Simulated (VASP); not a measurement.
# Si3N4 (P6_3/m) in VASP: a series of runs, part 2 of 2

VASP 6.6.1. The steps go on from the part before.

### Step 4. Relaxation of cell and atoms, PBE

Input file INCAR:

```
SYSTEM = Si3N4
PREC     = Accurate       ! precision mode
ENCUT    = 600            ! plane-wave cutoff, eV
EDIFF    = 1E-7           ! SCF threshold, eV
ISMEAR   = 0              ! smearing method
SIGMA    = 0.05           ! smearing width, eV
LREAL    = .False.        ! projectors in reciprocal space
LASPH    = .True.         ! aspherical terms in the spheres
NELM     = 100            ! most SCF steps
ALGO     = Normal         ! electronic algorithm
ISIF     = 3              ! what is computed and relaxed
LWAVE    = .False.        ! write WAVECAR
LCHARG   = .False.        ! write CHGCAR
GGA      = PE             ! functional
IBRION   = 2              ! ionic algorithm
NSW      = 40             ! ionic steps
EDIFFG   = -0.01          ! ionic threshold
```

Input file KPOINTS:

```
Automatic mesh
0
Gamma
  3 3 8
  0 0 0
```

Input file POSCAR:

```
Si3N4
1.0
    7.6000000000      0.0000000000      0.0000000000
   -3.8000000000      6.5817930688      0.0000000000
    0.0000000000      0.0000000000      2.9100000000
Si N
6 8
Direct
    0.1733000000      0.7694000000      0.2500000000
    0.2306000000      0.4039000000      0.2500000000
    0.5961000000      0.8267000000      0.2500000000
    0.8267000000      0.2306000000      0.7500000000
    0.7694000000      0.5961000000      0.7500000000
    0.4039000000      0.1733000000      0.7500000000
    0.3333333333      0.6666666667      0.2500000000
    0.6666666667      0.3333333333      0.7500000000
    0.3299000000      0.0323000000      0.2500000000
    0.9677000000      0.2976000000      0.2500000000
    0.7024000000      0.6701000000      0.2500000000
    0.6701000000      0.9677000000      0.7500000000
    0.0323000000      0.7024000000      0.7500000000
    0.2976000000      0.3299000000      0.7500000000
```

Potentials or basis: VASP PAW PBE potentials, release 64 (Si, N).

Command:

```sh
> cat potpaw_PBE.64/Si/POTCAR potpaw_PBE.64/N/POTCAR > POTCAR
> mpirun -np 1 vasp_std > vasp.out
```

Wall time 21 min (1 thread of Intel Xeon Platinum 8375C at 2.90GHz (Ice Lake), shared host); peak memory 0.34 GiB.

Results (log left out):

| Quantity | Value |
| --- | --- |
| Free energy | -114.5511 eV |
| Relaxed volume | 10.62 Å³/atom |
| Relaxed cell | a = 7.660 Å, b = 7.660 Å, c = 2.925 Å, α = 90.00°, β = 90.00°, γ = 120.00° |
| Space group after relaxing (to 0.05 Å) | P6_3/m (No. 176) |
| Energy gained by relaxing | 6.5 meV/atom |
| Ionic steps | 12 |
| Pressure after relaxing | 0.0 GPa |
| Largest force after relaxing | 0.008 eV/Å |
| Band gap on the k mesh | 4.27 eV, indirect (least direct gap 4.45 eV) |

Forces on the atoms (eV/Å):
```
Si  -0.006 -0.006  0.000
Si   0.008 -0.002  0.000
Si  -0.002  0.008  0.000
Si   0.006  0.006  0.000
Si  -0.008  0.002  0.000
Si   0.002 -0.008  0.000
N    0.000  0.000  0.000
N    0.000  0.000  0.000
N    0.001 -0.002  0.000
N    0.001  0.001  0.000
N   -0.002  0.001  0.000
N   -0.001  0.002  0.000
N   -0.001 -0.001  0.000
N    0.002 -0.001  0.000
```

Step by step:
```csv
step,energy change (eV),largest force (eV/Å),pressure (GPa),volume (Å³)
1,0.0000,0.7324,5.29,145.56
2,0.1603,1.2619,-6.18,152.91
3,-0.0840,0.1155,0.68,148.19
4,-0.0840,0.1058,0.77,148.14
5,-0.0858,0.1507,-1.11,149.35
6,-0.0895,0.0683,-0.28,148.80
7,-0.0911,0.0397,-0.03,148.66
8,-0.0912,0.0375,0.01,148.64
9,-0.0915,0.0140,0.01,148.64
10,-0.0915,0.0230,0.00,148.63
11,-0.0915,0.0179,-0.01,148.64
12,-0.0915,0.0083,-0.01,148.64
```

Final structure:
```
Si N
1.0
     7.65998    0.00000    0.00000
    -3.82999    6.63374    0.00000
     0.00000    0.00000    2.92510
Si N
6 8
Direct
  0.17520 0.76911 0.25000
  0.23089 0.40609 0.25000
  0.59391 0.82480 0.25000
  0.82480 0.23089 0.75000
  0.76911 0.59391 0.75000
  0.40609 0.17520 0.75000
  0.33333 0.66667 0.25000
  0.66667 0.33333 0.75000
  0.33004 0.03099 0.25000
  0.96901 0.29905 0.25000
  0.70095 0.66996 0.25000
  0.66996 0.96901 0.75000
  0.03099 0.70095 0.75000
  0.29905 0.33004 0.75000
```

Levels at points of the mesh, in eV from the valence-band top:
```csv
k point,band 30,band 31,band 32,band 33,band 34,band 35
"(0.00, 0.00, 0.00)",-0.43,-0.38,-0.18,4.27,4.62,4.80
"(0.00, 0.00, 0.50)",-1.57,-1.29,-1.29,4.66,4.66,4.66
```

Caveat: an odd mesh through Γ misses points on the zone boundary, where band edges often lie.

### Step 5. Relaxation of cell and atoms, r2SCAN

Input file INCAR:

```
  PREC = Accurate
  ENCUT = 600
  EDIFF = 1E-7
  ISMEAR = 0
  SIGMA = 0.05
  LREAL = False
  LASPH = True
  NELM = 100
  ALGO = Normal
  ISIF = 3
  LWAVE = False
  LCHARG = False
  METAGGA = R2SCAN
  LMIXTAU = True
  IBRION = 2
  NSW = 40
  EDIFFG = -0.01
```

Input file KPOINTS:

```
regular mesh
0
Gamma
  3 3 8
```

POSCAR is that of step 4.

Command:

```sh
> cat potpaw_PBE.64/Si/POTCAR potpaw_PBE.64/N/POTCAR > POTCAR
> mpirun -np 1 vasp_std > vasp.out
```

It took 29 min on 1 thread of AMD EPYC 9R45 (Zen 5), shared host; peak memory 0.35 GiB.

It converged, with:

- Free energy: -144.1680 eV
- Relaxed volume: 10.40 Å³/atom
- Relaxed cell: a = 7.606 Å, b = 7.606 Å, c = 2.905 Å, α = 90.00°, β = 90.00°, γ = 120.00°
- Space group after relaxing (to 0.05 Å): P6_3/m (No. 176)
- Energy gained by relaxing: 3.1 meV/atom
- Ionic steps: 8
- Pressure after relaxing: 0.0 GPa
- Largest force after relaxing: 0.007 eV/Å
- Band gap on the k mesh: 5.01 eV, indirect (least direct gap 5.20 eV)

Forces on the atoms (eV/Å):
```
Si  -0.002 -0.005  0.000
Si   0.006  0.001  0.000
Si  -0.004  0.005  0.000
Si   0.002  0.005  0.000
Si  -0.006 -0.001  0.000
Si   0.004 -0.005  0.000
N    0.000  0.000  0.000
N    0.000  0.000  0.000
N    0.004  0.005  0.000
N   -0.007  0.001  0.000
N    0.003 -0.006  0.000
N   -0.004 -0.005  0.000
N    0.007 -0.001  0.000
N   -0.003  0.006  0.000
```

The path:
| step | energy change (eV) | largest force (eV/Å) | pressure (GPa) | volume (Å³) |
| --- | --- | --- | --- | --- |
| 1 | 0.0000 | 0.7652 | -0.02 | 145.56 |
| 2 | 0.1384 | 1.4803 | 0.36 | 145.53 |
| 3 | -0.0375 | 0.0805 | -0.07 | 145.55 |
| 4 | -0.0417 | 0.0810 | 0.16 | 145.46 |
| 5 | -0.0417 | 0.0799 | 0.15 | 145.47 |
| 6 | -0.0428 | 0.0331 | -0.11 | 145.62 |
| 7 | -0.0428 | 0.0291 | -0.07 | 145.59 |
| 8 | -0.0431 | 0.0066 | 0.02 | 145.54 |

Final structure:
```yaml
crystal:
  lattice:
    - [7.60570, 0.00000, 0.00000]
    - [-3.80285, 6.58673, 0.00000]
    - [0.00000, 0.00000, 2.90514]
  atoms:
    - { symbol: Si, position: [0.17548, 0.76945, 0.25000] }
    - { symbol: Si, position: [0.23055, 0.40603, 0.25000] }
    - { symbol: Si, position: [0.59397, 0.82452, 0.25000] }
    - { symbol: Si, position: [0.82452, 0.23055, 0.75000] }
    - { symbol: Si, position: [0.76945, 0.59397, 0.75000] }
    - { symbol: Si, position: [0.40603, 0.17548, 0.75000] }
    - { symbol: N, position: [0.33333, 0.66667, 0.25000] }
    - { symbol: N, position: [0.66667, 0.33333, 0.75000] }
    - { symbol: N, position: [0.33027, 0.03127, 0.25000] }
    - { symbol: N, position: [0.96873, 0.29900, 0.25000] }
    - { symbol: N, position: [0.70100, 0.66973, 0.25000] }
    - { symbol: N, position: [0.66973, 0.96873, 0.75000] }
    - { symbol: N, position: [0.03127, 0.70100, 0.75000] }
    - { symbol: N, position: [0.29900, 0.33027, 0.75000] }
```

Levels at points of the mesh, in eV from the valence-band top:
```
           k point  band 28  band 29  band 30  band 31  band 32  band 33  band 34  band 35  band 36  band 37
(0.00, 0.00, 0.00)    -1.30    -1.30    -0.45    -0.41    -0.19     5.01     5.29     5.58     5.58     5.91
(0.00, 0.00, 0.50)    -1.67    -1.67    -1.67    -1.35    -1.35     5.35     5.35     5.35     5.35     7.98
```

Caveat: the PAW data sets were made with another functional, which shifts forces and pressure a little; an odd mesh through Γ misses points on the zone boundary, where band edges often lie.

### Step 6. Overview

```tsv
level	potentials or basis	gap on the mesh (eV)	pressure (GPa)	relaxed volume (Å³/atom)	largest force (eV/Å)
PBE+D3(BJ)	VASP PAW PBE potentials, release 64 (Si, N)	4.33	0.1	10.43	0.01
LDA	VASP PAW LDA potentials, release 64 (Si, N)	4.22	0.1	10.27	0.01
PBE	VASP PAW PBE potentials, release 64 (Si, N)	4.27	0.0	10.62	0.01
r2SCAN	VASP PAW PBE potentials, release 64 (Si, N)	5.01	0.0	10.40	0.01
```

Alike in all rows: task relaxation of cell and atoms; no spin polarisation; cell relaxed; k mesh 3 × 3 × 8; cutoff (eV) 600; smearing gaussian 0.05 eV.

Caveats: an odd mesh through Γ misses points on the zone boundary, where band edges often lie; the PAW data sets were made with another functional, which shifts forces and pressure a little (some runs).

Total energies depend on the potentials used, so only differences within one code and one set of settings carry meaning.
